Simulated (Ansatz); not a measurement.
Runs of Ansatz 0.2.0 on TiCo. Symmetry: Pm-3m, No. 221, cubic system. Conventional cell: a = 2.986 Å, b = 2.986 Å, c = 2.986 Å, α = 90.00°, β = 90.00°, γ = 90.00°. Around Co (site symmetry m-3m) lie 8 Ti at 2.59 Å. Around Ti (site symmetry m-3m) lie 8 Co at 2.59 Å. The cell comes from a database or a generator and needn't be the stable form of this composition.

| task | level | cell | k mesh | cutoff (eV) | smearing | points for each segment of the path | mesh quality | gap on the mesh (eV) | pressure (GPa) | moment (μB) | relaxed volume (Å³/atom) |
| --- | --- | --- | --- | --- | --- | --- | --- | --- | --- | --- | --- |
| relaxation of cell and atoms | B3LYP | relaxed | 5 × 5 × 5 | 420 | fermi-dirac 0.05 eV | - | coarse | none | - | 1.00 | 13.98 |
| band structure | RPBE | as given | 9 × 9 × 9 | 420 | fermi-dirac 0.05 eV | 14 | not flagged | none | (a) | 0.84 | - |
| relaxation of cell and atoms | PBEsol0 | relaxed | 5 × 5 × 5 | 420 | fermi-dirac 0.05 eV | - | coarse | none | - | 1.00 | 13.30 |
| single point | PBE | as given | 9 × 9 × 9 | 420 | gaussian 0.021 eV | - | not flagged | none | -0.5 | 0.84 | - |
| single point | r2SCANh | as given | 5 × 5 × 5 | 500 | fermi-dirac 0.05 eV | - | coarse | none | - | 1.00 | - |
| band structure | r2SCAN | as given | 9 × 9 × 9 | 500 | fermi-dirac 0.05 eV | 14 | not flagged | none | 0.4 | 0.87 | - |
| band structure | PBEsol | as given | 9 × 9 × 9 | 420 | fermi-dirac 0.05 eV | 14 | not flagged | none | -8.1 | (b) | - |
| single point | HF | as given | 5 × 5 × 5 | 420 | fermi-dirac 0.05 eV | - | coarse | none | - | 1.00 | - |

Alike in all rows: potentials or basis Ansatz PAW; spin collinear, ferromagnetic start.

Q: Estimate the missing entries.

A: (a) 4.1; (b) 0.71.

Caveats: some runs use coarse meshes; the PAW data sets come from PBE, with cores solved anew for the run's functional, which leaves a small shift of forces and pressure (some runs); the magnetic or orbital state may not be the lowest (some runs); the potentials were made for another functional, which shifts forces and pressure (some runs); the plane-wave basis is chosen anew once the cell has moved, so the energies of steps on either side of that aren't comparable (some runs).

A k mesh can miss the band edges.

A gap of «none» marks a metal or a gap under the smearing width.

Not every run made on this cell is shown here.
